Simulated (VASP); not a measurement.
# ScAl2 in VASP: a series of runs

Runs on ScAl2. Level: PBE. Tasks: single point.

Everything below comes from runs of VASP 6.6.1. Logs are shortened: lines on timing, memory, paths and dates and some standing lists are left out, and cuts for length are marked.

## Step 1: The cell of the first run

The cell holds a sheet with vacuum, 3 atoms: a = 3.127 Å, b = 3.127 Å, c = 30.058 Å, α = 90.00°, β = 90.00°, γ = 90.00°.

The cell was built by a generator and needn't be a form met in nature.

## Step 2: Single point, PBE (species swapped into a sheet of the CeSi2 type)

INCAR

```
PREC     = Accurate       # precision mode
ENCUT    = 520            # plane-wave cutoff, eV
EDIFF    = 1E-6           # SCF threshold, eV
ISMEAR   = 0              # smearing method
SIGMA    = 0.1            # smearing width, eV
LREAL    = F              # projectors in reciprocal space
LASPH    = T              # aspherical terms in the spheres
NELM     = 100            # most SCF steps
ALGO     = Fast           # electronic algorithm
ISIF     = 2              # what is computed and relaxed
LWAVE    = F              # write WAVECAR
LCHARG   = F              # write CHGCAR
LDIPOL   = T            
IDIPOL   = 3            
DIPOL    = 0.5 0.5 0.283
GGA      = PE             # functional
NBANDS   = 16             # bands
```

KPOINTS

```
regular mesh
0
Gamma
  14 14 1
```

POSCAR

```
ScAl2
1.0
    3.1266232019      0.0000000000      0.0000000000
    0.0000000000      3.1266232019      0.0000000000
    0.0000000000      0.0000000000     30.0575156319
Sc Al
1 2
Direct
    0.0000000000      0.0000000000      0.2827911696
    0.5000000000      0.5000000000      0.2219030472
    0.5000000000      0.5000000000      0.3436792920
```

Potentials or basis: VASP PAW PBE potentials, release 64 (Sc_sv, Al).

Started as:

```
> cat potpaw_PBE.64/Sc_sv/POTCAR potpaw_PBE.64/Al/POTCAR > POTCAR
> mpirun -np 1 vasp_std > vasp.out
```

OUTCAR:

```text
PREC = Accurate
   ENCUT = 520
   EDIFF = 1E-6
   ISMEAR = 0
   LREAL = F
   LASPH = T
   NELM = 100
   ISIF = 2
   GGA = PE

 ion  position               nearest neighbor table
   1  0.000  0.000  0.283-   3 2.87   3 2.87   3 2.87   3 2.87   2 2.87   2 2.87   2 2.87   2 2.87

   2  0.500  0.500  0.222-   1 2.87   1 2.87   1 2.87   1 2.87
   3  0.500  0.500  0.344-   1 2.87   1 2.87   1 2.87   1 2.87

  LATTYP: Found a simple tetragonal cell.
 ALAT       =     3.1266232019
 C/A-ratio  =     9.6134115597

  Lattice vectors:

 A1 = (   3.1266232019,   0.0000000000,   0.0000000000)
 A2 = (   0.0000000000,   3.1266232019,   0.0000000000)
 A3 = (   0.0000000000,   0.0000000000,  30.0575156319)

Analysis of symmetry for initial positions (statically):
=====================================================================
 Subroutine PRICEL returns:
 Original cell was already a primitive cell.

 Routine SETGRP: Setting up the symmetry group for a
 simple tetragonal supercell.

 Subroutine GETGRP returns: Found 16 space group operations
 (whereof  8 operations were pure point group operations)
 out of a pool of 16 trial point group operations.

The static configuration has the point symmetry C_4v.
 The point group associated with its full space group is D_4h.

Analysis of symmetry for dynamics (positions and initial velocities):
=====================================================================
 Subroutine PRICEL returns:
 Original cell was already a primitive cell.

 Routine SETGRP: Setting up the symmetry group for a
 simple tetragonal supercell.

 Subroutine GETGRP returns: Found 16 space group operations
 (whereof  8 operations were pure point group operations)
 out of a pool of 16 trial point group operations.

The dynamic configuration has the point symmetry C_4v.
 The point group associated with its full space group is D_4h.

 Subroutine INISYM returns: Found 16 space group operations
 (whereof  8 operations are pure point group operations),
 and found     1 'primitive' translations

----------------------------------------------------------------------------------------

                                     Primitive cell

  volume of cell :     293.8354

  direct lattice vectors                    reciprocal lattice vectors
     3.126623202  0.000000000  0.000000000     0.319833870  0.000000000  0.000000000
     0.000000000  3.126623202  0.000000000     0.000000000  0.319833870  0.000000000
     0.000000000  0.000000000 30.057515632     0.000000000  0.000000000  0.033269549

  length of vectors
     3.126623202  3.126623202 30.057515632     0.319833870  0.319833870  0.033269549

  position of ions in fractional coordinates (direct lattice)
     0.000000000  0.000000000  0.282791170
     0.500000000  0.500000000  0.221903047
     0.500000000  0.500000000  0.343679292

  ion indices of the primitive-cell ions
   primitive index   ion index
                 1           1
                 2           2
                 3           3

----------------------------------------------------------------------------------------

 KPOINTS: regular mesh

Automatic generation of k-mesh.
 Grid dimensions read from file:
 generate k-points for:   14   14    1

 Generating k-lattice:

  Cartesian coordinates                     Fractional coordinates (reciprocal lattice)
     0.022845276  0.000000000  0.000000000     0.071428571  0.000000000  0.000000000
     0.000000000  0.022845276  0.000000000     0.000000000  0.071428571  0.000000000
     0.000000000  0.000000000  0.033269549     0.000000000  0.000000000  1.000000000

  Length of vectors
     0.022845276  0.022845276  0.033269549

  Shift w.r.t. Gamma in fractional coordinates (k-lattice)
     0.000000000  0.000000000  0.000000000

 Subroutine IBZKPT returns following result:
 ===========================================

 Found     36 irreducible k-points:

 Following reciprocal coordinates:
            Coordinates               Weight
  0.000000  0.000000  0.000000      1.000000
  0.071429  0.000000  0.000000      4.000000
  0.142857  0.000000  0.000000      4.000000
  0.214286  0.000000  0.000000      4.000000
  0.285714  0.000000  0.000000      4.000000
  0.357143  0.000000  0.000000      4.000000
[... 16 lines left out ...]
  0.285714  0.214286  0.000000      8.000000
  0.357143  0.214286  0.000000      8.000000
 [... further k-points ...]
   k-points           NKPTS =     36   k-points in BZ     NKDIM =     36   number of bands    NBANDS=     16
   number of dos      NEDOS =    301   number of ions     NIONS =      3
   total plane-waves  NPLWV = 129024
   dimension x,y,z NGX =    24 NGY =   24 NGZ =  224
   dimension x,y,z NGXF=    48 NGYF=   48 NGZF=  448
   ions per type =               1   2
   NGX,Y,Z   is equivalent  to a cutoff of  12.76, 12.76, 12.39 a.u.
   NGXF,Y,Z  is equivalent  to a cutoff of  25.52, 25.52, 24.78 a.u.
 SYSTEM =  unknown system
   PREC   = accura    normal or accurate (medium, high low for compatibility)
   ISTART =      0    job   : 0-new  1-cont  2-samecut
   ICHARG =      2    charge: 1-file 2-atom 10-const
   ISPIN  =      1    spin polarized calculation?
   LNONCOLLINEAR =      F non collinear calculations
   LSORBIT =      F    spin-orbit coupling
   LASPH  =      T    aspherical Exc in radial PAW
   ENCUT  =  520.0 eV  38.22 Ry    6.18 a.u.   5.81  5.81 55.89*2*pi/ulx,y,z
   NELM   =    100;   NELMIN=  2; NELMDL= -5     # of ELM steps
   EDIFF  = 0.1E-05   stopping-criterion for ELM
   LREAL  =      F    real-space projection
   EDIFFG = 0.1E-04   stopping-criterion for IOM
   NSW    =      0    number of steps for IOM
   IBRION =     -1    ionic relax: 0-MD 1-quasi-New 2-CG
   NFREE  =      0    steps in history (QN), initial steepest desc. (CG)
   ISIF   =      2    stress and relaxation
   ISYM   =      2    0-nonsym 1-usesym 2-fastsym
   POTIM  = 0.5000    time-step for ionic-motion
   TEBEG  =    0.0;   TEEND  =   0.0 temperature during run
   PSTRESS=    0.0 pullay stress
   NELECT =      17.0000    total number of electrons
   NUPDOWN=      -1.0000    fix difference up-down
   EMIN   =  10.00;   EMAX   =-10.00  energy-range for DOS
   EFERMI =   0.00;   METHOD = LEGACY
   ISMEAR =     0;   SIGMA  =   0.10  broadening in eV -4-tet -1-fermi 0-gaus
   EFERMI_NEDOS =   21; number of points for ismear=-14 and -15
   IALGO  =     68    algorithm
   IMIX   =      4    mixing-type and parameters
     AMIX     =   0.40;   BMIX     =  1.00
     AMIX_MAG =   1.60;   BMIX_MAG =  1.00
  volume/ion in A,a.u.               =      97.95       660.97
  Fermi-wavevector in a.u.,A,eV,Ry     =   0.633174  1.196525  5.454703  0.400909
  Thomas-Fermi vector in A             =   1.696741
   LORBIT       =      0    0 simple, 1 ext, 2 COOP (PROOUT), +10 PAW based schemes
   GGA     = PE    functional components
   LHFCALC =     F    Hartree Fock is set to
   AEXX    =    0.0000 exact exchange contribution
   IVDW    =     0    specifies the selected vdW correction
   LEPSILON=     F    determine dielectric tensor
   LRPA    =     F    only Hartree local field effects (RPA)
 non-spin polarized calculation
 RMM-DIIS sequential band-by-band and
 Gauss-broadening in eV      SIGMA  =   0.10
  energy-cutoff  :      520.00
  volume of cell :      293.84
 maximum number of plane-waves:      8000
 NGX is ok and might be reduce to    24
   NGX = 11   NGY = 11   NGZ =111

 dipolmoment           0.000000      0.000000     -0.000119 electrons x Angstroem

 number of electron      16.9999996 magnetization

 dipolmoment           0.000000      0.000000      0.000004 electrons x Angstroem

 Free energy of the ion-electron system (eV)
  ---------------------------------------------------
  ext. energy  EPLUGINS =         0.00000000
  ---------------------------------------------------
  free energy    TOTEN  =       -13.03033995 eV

  energy without entropy =      -13.01787878  energy(sigma->0) =      -13.02410936

 E-fermi :  -1.7992     XC(G=0):  -2.5593

 val. band max:       -1.9056852107   @ k =   0.2143   0.0714   0.0000
 cond. band min:      -1.7796871347   @ k =   0.5000   0.2143   0.0000
 fundamental gap:      0.1259980760
 Fermi energy:        -1.7991737088

 k-point     1 :       0.0000    0.0000    0.0000
  band No.  band energies     occupation
      1     -50.7731      2.00000
      2     -29.5348      2.00000
      3     -29.2492      2.00000
      4     -29.2492      2.00000
      5      -9.4067      2.00000
      6      -8.0096      2.00000
[... 8 lines left out ...]
     15       2.0570      0.00000
     16       4.6139      0.00000

 k-point     2 :       0.0714    0.0000    0.0000
  band No.  band energies     occupation
      1     -50.7713      2.00000
      2     -29.5325      2.00000
      3     -29.2668      2.00000
      4     -29.2476      2.00000
      5      -9.3231      2.00000
      6      -7.9477      2.00000
[... 8 lines left out ...]
     15       1.9127      0.00000
     16       3.9222      0.00000

 k-point     3 :       0.1429    0.0000    0.0000
  band No.  band energies     occupation
      1     -50.7664      2.00000
      2     -29.5262      2.00000
      3     -29.3160      2.00000
      4     -29.2432      2.00000
      5      -9.0748      2.00000
      6      -7.7639      2.00000
[... 8 lines left out ...]
     15       2.1254      0.00000
     16       2.8264      0.00000
[... 362 lines left out ...]
 k-point    23 :       0.2857    0.2143    0.0000
  band No.  band energies     occupation
      1     -50.7376      2.00000
      2     -29.4901      2.00000
      3     -29.4466      2.00000
      4     -29.3616      2.00000
      5      -7.4643      2.00000
      6      -6.4986      2.00000
[... 8 lines left out ...]
     15       2.9261      0.00000
     16       3.2503      0.00000

 k-point    24 :       0.3571    0.2143    0.0000
  band No.  band energies     occupation
      1     -50.7306      2.00000
      2     -29.5135      2.00000
      3     -29.4813      2.00000
      4     -29.3538      2.00000
      5      -6.8434      2.00000
      6      -6.0131      2.00000
[... 8 lines left out ...]
     15       3.1389      0.00000
     16       3.6010      0.00000

 [... further k-points ...]

------------------------ aborting loop because EDIFF is reached ----------------------------------------

 vacuum level on the upper side and lower side of the slab       (xc-potential included)        -0.007        -0.007

  FORCE on cell =-STRESS in cart. coord.  units (eV):
  Direction    XX          YY          ZZ          XY          YZ          ZX
  --------------------------------------------------------------------------------------
  -------------------------------------------------------------------------------------
  Total        0.0243038      0.0243038      0.0160238      0.0000000     -0.0000000      0.0000000
  in kB        0.1325196      0.1325196      0.0873718      0.0000000     -0.0000000      0.0000000
  external PRESSURE =       0.1174703 kB  Pullay stress =       0.0000000 kB

 VOLUME and BASIS-vectors are now :
 -----------------------------------------------------------------------------
  energy-cutoff  :      520.00
  volume of cell :      293.84
      direct lattice vectors                 reciprocal lattice vectors
     3.126623202  0.000000000  0.000000000     0.319833870  0.000000000  0.000000000
     0.000000000  3.126623202  0.000000000     0.000000000  0.319833870  0.000000000
     0.000000000  0.000000000 30.057515632     0.000000000  0.000000000  0.033269549

 POSITION                                       TOTAL-FORCE (eV/Angst)
 -----------------------------------------------------------------------------------
      0.00000      0.00000      8.50000         0.000000     -0.000000      0.000000
      1.56331      1.56331      6.66985         0.000000     -0.000000     -0.007749
      1.56331      1.56331     10.33015         0.000000      0.000000      0.007749
 -----------------------------------------------------------------------------------
    total drift:                                0.000000      0.000000      0.000024

  FREE ENERGIE OF THE ION-ELECTRON SYSTEM (eV)
  ---------------------------------------------------
  free  energy   TOTEN  =       -13.0303399510 eV

  energy  without entropy=      -13.0178787767  energy(sigma->0) =      -13.02410936

 vacuum level on the upper side and lower side of the slab         1.890         1.890
```

It took 1.8 min on 1 thread of Intel Xeon 6975P-C (Granite Rapids), shared host; peak memory 0.43 GiB.

Results:

```
Free energy            : -13.0303 eV
Largest force          : 0.008 eV/Å
Band gap on the k mesh : none (metal or under the smearing width)
```

Forces in eV/Å, atoms in the order of the input:
```
Sc   0.000  0.000  0.000
Al   0.000  0.000 -0.008
Al   0.000  0.000  0.008
```

Levels at points of the mesh, in eV from the Fermi level:
```csv
k point,band 7,band 8,band 9,band 10,band 11,band 12
"(0.00, 0.00, 0.00)",-2.76,0.05,0.25,1.29,2.35,2.35
"(0.50, 0.00, 0.00)",-3.27,-1.83,0.46,0.49,1.02,2.06
"(0.50, 0.50, 0.00)",-1.41,-0.35,-0.35,0.23,1.15,1.99
```

## Step 3: Single point, PBE (species swapped into a sheet of the CeSi2 type)

INCAR

```
PREC = Accurate ; ENCUT = 520
EDIFF = 1E-6 ; ISMEAR = 0
SIGMA = 0.1 ; LREAL = F
LASPH = T ; NELM = 100
ALGO = Fast ; ISIF = 2
LWAVE = F ; LCHARG = T
LDIPOL = T ; IDIPOL = 3
DIPOL = 0.5 0.5 0.283 ; GGA = PE
LELF = T ; LVHAR = T
LVACPOTAV = T ; NBANDS = 16
```

KPOINTS is that of step 2.

POSCAR

```
ScAl2
1.0
    3.1648337221      0.0000000000      0.0000000000
    0.0000000000      3.1648337221      0.0000000000
    0.0000000000      0.0000000000     30.0575156319
Sc Al
1 2
Direct
    0.0000000000      0.0000000000      0.2827911696
    0.5000000000      0.5000000000      0.2234121015
    0.5000000000      0.5000000000      0.3421702377
```

Potentials or basis: VASP PAW PBE potentials, release 64 (Sc_sv, Al).

Started as:

```
> cat potpaw_PBE.64/Sc_sv/POTCAR potpaw_PBE.64/Al/POTCAR > POTCAR
> mpirun -np 1 vasp_std > vasp.out
```

It took 1.8 min on 1 thread of Intel Xeon 6975P-C (Granite Rapids), shared host; peak memory 0.44 GiB.

It converged, with:

```
Free energy                     : -13.0258 eV
Largest force                   : 0.050 eV/Å
Band gap on the k mesh          : none (metal or under the smearing width)
Work function of the upper face : 3.76 eV
Work function of the lower face : 3.76 eV
```

Forces on the atoms (eV/Å):
```
Sc   0.000  0.000  0.000
Al   0.000  0.000 -0.050
Al   0.000  0.000  0.050
```

Levels at points of the mesh, in eV from the Fermi level:
| k point | band 5 | band 6 | band 7 | band 8 | band 9 | band 10 | band 11 | band 12 | band 13 | band 14 |
| --- | --- | --- | --- | --- | --- | --- | --- | --- | --- | --- |
| (0.00, 0.00, 0.00) | -7.53 | -6.03 | -2.64 | 0.08 | 0.49 | 1.47 | 2.29 | 2.29 | 3.63 | 3.70 |
| (0.50, 0.00, 0.00) | -4.38 | -4.05 | -3.23 | -1.69 | 0.49 | 0.56 | 1.17 | 1.97 | 2.93 | 3.91 |
| (0.50, 0.50, 0.00) | -3.38 | -1.38 | -1.38 | -0.39 | -0.39 | 0.15 | 1.20 | 1.97 | 3.63 | 4.09 |

## Step 4: Single point, PBE (species swapped into a sheet of the CeSi2 type)

INCAR

```
PREC     = Accurate       # precision mode
ENCUT    = 520            # plane-wave cutoff, eV
EDIFF    = 1E-6           # SCF threshold, eV
ISMEAR   = 0              # smearing method
SIGMA    = 0.1            # smearing width, eV
LREAL    = F              # projectors in reciprocal space
LASPH    = T              # aspherical terms in the spheres
NELM     = 100            # most SCF steps
ALGO     = Fast           # electronic algorithm
ISIF     = 2              # what is computed and relaxed
LWAVE    = F              # write WAVECAR
LCHARG   = T              # write CHGCAR
LDIPOL   = T            
IDIPOL   = 3            
DIPOL    = 0.5 0.5 0.500
GGA      = PE             # functional
LELF     = T              # ELF
LVHAR    = T            
LVACPOTAV= T            
NBANDS   = 16             # bands
```

KPOINTS

```
regular mesh
0
Gamma
  4 4 1
```

POSCAR

```
ScAl2
1.0
    4.3871521500      0.0000000000      0.0000000000
    0.0000000000      4.3871521500      0.0000000000
    0.0000000000      0.0000000000     17.0000000000
Sc Al
1 2
Direct
    0.0000000000      0.0000000000      0.5000000000
    0.5000000000      0.5000000000      0.4301218900
    0.5000000000      0.5000000000      0.5698781100
```

Started as:

```
> cat potpaw_PBE.64/Sc_sv/POTCAR potpaw_PBE.64/Al/POTCAR > POTCAR
> mpirun -np 1 vasp_std > vasp.out
```

Wall time 36 s (1 thread of Intel Xeon 6975P-C (Granite Rapids), shared host); peak memory 0.39 GiB.

The run converged. Its results:

* Free energy: -10.6826 eV
* Largest force: 0.649 eV/Å
* Band gap on the k mesh: none (metal or under the smearing width)
* Work function of the upper face: 4.00 eV
* Work function of the lower face: 4.00 eV

Forces in eV/Å, atoms in the order of the input:
```
Sc   0.000  0.000  0.000
Al   0.000  0.000 -0.649
Al   0.000  0.000  0.649
```

Levels at points of the mesh, in eV from the Fermi level:
| k point | band 5 | band 6 | band 7 | band 8 | band 9 | band 10 | band 11 | band 12 |
| --- | --- | --- | --- | --- | --- | --- | --- | --- |
| (0.00, 0.00, 0.00) | -6.71 | -3.38 | -0.67 | 0.16 | 0.78 | 0.78 | 0.85 | 0.85 |
| (0.50, 0.00, 0.00) | -5.84 | -2.85 | -2.79 | -0.39 | 0.16 | 0.50 | 0.74 | 1.07 |
| (0.50, 0.50, 0.00) | -5.48 | -1.75 | -1.59 | -1.59 | -0.31 | -0.31 | 0.63 | 0.90 |
